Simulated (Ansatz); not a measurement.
Re (P6_3/mmc): electronic heat capacity and spin susceptibility from the density of states

Method: DFT PBE, scalar-relativistic, plane waves, PAW (Ansatz).

Plane waves to 420 eV, a k mesh through Γ of 18×18×6 on the computed 4-atom cell and Gaussian smearing (0.10 eV); no spin polarisation.

Relaxed cell: P6_3/mmc, a = 2.777 Å, b = 2.777 Å, c = 8.951 Å, α = 90.00°, β = 90.00°, γ = 120.00°, 4 atoms in the primitive cell.

The density of states at the Fermi level is 2.853 states/eV in the cell of 4 atoms (4 formula units; both spins, tetrahedra on a 27×27×9 mesh).

Task: What Sommerfeld coefficient and Pauli susceptibility does this give?

Result: Per formula unit N(E_F) = 0.713 states/eV. γ = (π²/3) k_B² N(E_F) N_A = 2.357 mJ/(mol K²) per state/eV, so γ = 1.7 mJ/(mol K²), a mole of formula units. χ_P = μ_B² N(E_F) N_A = 3.23×10⁻⁵ emu/mol per state/eV gives 2.3×10⁻⁵ emu/mol. This is the bare band result: a measured γ of the same phase is as a rule larger by a factor 1 + λ from phonons and spin fluctuations, the spin part of χ is larger by the Stoner factor, and a measured χ also holds orbital and core terms. N(E_F) at one energy is sensitive to the mesh where the density of states has sharp peaks.

Spin-orbit coupling is left out, which matters for the bands of heavy elements.

Cost: 1 run of about 1.4 core-minutes, on Arm Neoverse V1 (shared hosts).